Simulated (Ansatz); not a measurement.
**Sb (omega type): how the settings move a single-point run**

Aim: see which settings change the result for Sb (omega type), by how much, and at what cost.

Computed with Ansatz 0.2.0 (reference: DFT, PBE, PAW with Ansatz's default frozen-core files, scalar-relativistic, unless a step's input says otherwise).

### Step 1. The structure to begin with

The structure is hexagonal, space group P6/mmm (No. 191). The conventional cell has a = 5.456 Å, b = 5.456 Å, c = 3.214 Å, α = 90.00°, β = 90.00°, γ = 120.00°. Sb (site symmetry 6/mmm) is surrounded by 14 Sb at 3.21 to 3.54 Å. Sb (site symmetry -6m2) has 11 Sb at 3.15 to 3.54 Å as nearest neighbours.

Coordinates:

```cif
data_structure
_symmetry_space_group_name_H-M 'P6/mmm'
_symmetry_Int_Tables_number 191
_cell_length_a 5.4563
_cell_length_b 5.4563
_cell_length_c 3.2142
_cell_angle_alpha 90.000
_cell_angle_beta 90.000
_cell_angle_gamma 120.000
_cell_volume 82.87
loop_
_atom_site_label
_atom_site_type_symbol
_atom_site_symmetry_multiplicity
_atom_site_Wyckoff_symbol
_atom_site_fract_x
_atom_site_fract_y
_atom_site_fract_z
_atom_site_occupancy
Sb1 Sb 1 a 0.00000 0.00000 0.00000 1
Sb2 Sb 2 d 0.33333 0.66667 0.50000 1
```

### Step 2. Reference

The input, input.yaml:

```yaml
crystal:
  lattice:
    - [5.4563442636, 0.0, 0.0]
    - [-2.7281721318, 4.7253327441, 0.0]
    - [0.0, 0.0, 3.2141903864]
  atoms:
    - { symbol: Sb, position: [0.0, 0.0, 0.0] }
    - { symbol: Sb, position: [0.3333333333, 0.6666666667, 0.5] }
    - { symbol: Sb, position: [0.6666666667, 0.3333333333, 0.5] }
kpoints:
  mp_grid: { grid: [7, 7, 9] }
  band_path:
    path:
      - [0.0, 0.0, 0.0]
      - [0.5, 0.0, 0.0]
      - [0.3333333333, 0.3333333333, 0.0]
      - [0.0, 0.0, 0.0]
      - [0.0, 0.0, 0.5]
      - [0.5, 0.0, 0.5]
      - [0.3333333333, 0.3333333333, 0.5]
      - [0.0, 0.0, 0.5]
      - [0.5, 0.0, 0.5]
    npoints: 8
scf:
  occupations: { method: fermi_dirac, width: 0.1 }
hamiltonian:
  xc: pbe
  pseudopotentials: { kind: paw }
output:
  forces: true
  stress: true
  eigenvalues: true
  populations: true
  dos: { projected: true, de: 0.2, e_range: [-14, 8] }
  write_density: true
  write_potential: true
  elf: true
  volumetric_format: npy
```

Started as:

```console
$ ansatz run input.yaml --threads 1 --pin off --max-ram 3072MiB --backend cpu --events-out ev --progress --plain --runs-dir out
```

### Step 3. Variant: preconditioner none, dispersion d4

input.yaml, as its differences from that of step 2:

```diff
@@ -25,2 +25,3 @@
   occupations: { method: fermi_dirac, width: 0.1 }
+  mixing: { preconditioner: none }
 hamiltonian:
@@ -28,2 +29,3 @@
   pseudopotentials: { kind: paw }
+  dispersion: d4
 output:
@@ -33,6 +35 @@
   populations: true
-  dos: { projected: true, de: 0.2, e_range: [-14, 8] }
-  write_density: true
-  write_potential: true
-  elf: true
-  volumetric_format: npy
```

Before running it: what results should come out? Wanted: for each run, ending; energy change; pressure; gap; force.

As calculated:

| run | ending | energy change | pressure (GPa) | gap (eV) | force (eV/Å) | cycles | time |
| --- | --- | --- | --- | --- | --- | --- | --- |
| reference | converged | 0 | 0.0 | 0.00 | 0.00 | 7 | 9.6 s |
| 1: preconditioner none, dispersion d4 | converged | -550.6 meV/atom (offset of the dispersion model) | -2.9 | 0.00 | 0.00 | 7 | 7.7 s |

Times don't compare one to one where runs were asked for different outputs or read a saved state (see the inputs); cycles may leave out searches for a lower state.

Residual by cycle in the longest SCF loop of each run; runs are numbered as in the table. The quantity is the density residual dr2, in eV.

| cycle | reference | run 1 |
| --- | --- | --- |
| 1 | 0.00542 | 0.00542 |
| 2 | 0.0018 | 0.00299 |
| 3 | 1.4e-4 | 1.6e-4 |
| 4 | 1.6e-5 | 2.7e-5 |
| 5 | 7.9e-7 | 4.7e-6 |
| 6 | 1.9e-7 | 1.1e-7 |
| 7 | 1.4e-8 | 1.6e-9 |

What this shows: The energy moves by -550.6 meV/atom, nearly all of it the dispersion term itself (-550.6 meV/atom); that offset belongs to the model and is no gain or loss of stability; the pressure goes from 0.0 to -2.9 GPa. Semilocal functionals close small gaps, so the missing gap need not be the real solid's.
